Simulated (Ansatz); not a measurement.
# Where the states of Ge lie

```
CELL_PARAMETERS angstrom
2.97596 0.00000 0.00000
-1.48798 2.57726 0.00000
0.00000 0.00000 5.05350
ATOMIC_POSITIONS crystal
Ge 0.33333 0.66667 0.25000
Ge 0.66667 0.33333 0.75000
```

The structure comes from a relaxation in the same program, started in the hcp type, and has space group P6_3/mmc. Whether it is a known phase or the ground state wasn't checked.

Computed with DFT, PBE, all-electron LAPW, scalar-relativistic in Ansatz 0.2.0.

The runs use a Γ-centred 15×15×8 k mesh, Fermi–Dirac smearing of 0.05 eV, basis error target 0.5 meV/atom, no spin polarisation.

States per eV and cell, averaged over 0.4 eV, from -12.6 to 0.4 eV, with energies (bin centres) from the Fermi level; empty bins are left out. 

| E (eV) | total |
| --- | --- |
| -12.5 | 0.17 |
| -12.1 | 0.24 |
| -11.7 | 0.30 |
| -11.3 | 0.34 |
| -10.9 | 0.39 |
| -10.5 | 0.43 |
| -10.1 | 0.47 |
| -9.7 | 0.51 |
| -9.3 | 0.55 |
| -8.9 | 0.60 |
| -8.5 | 0.68 |
| -8.1 | 0.80 |
| -7.7 | 0.76 |
| -7.3 | 0.70 |
| -6.9 | 0.66 |
| -6.5 | 0.80 |
| -6.1 | 0.92 |
| -5.7 | 0.59 |
| -5.3 | 0.09 |
| -4.9 | 0.07 |
| -4.5 | 0.29 |
| -4.1 | 0.50 |
| -3.7 | 0.78 |
| -3.3 | 1.17 |
| -2.9 | 0.97 |
| -2.5 | 0.79 |
| -2.1 | 0.79 |
| -1.7 | 1.03 |
| -1.3 | 0.93 |
| -0.9 | 0.83 |
| -0.5 | 1.07 |
| -0.1 | 0.86 |
| 0.3 | 0.97 |
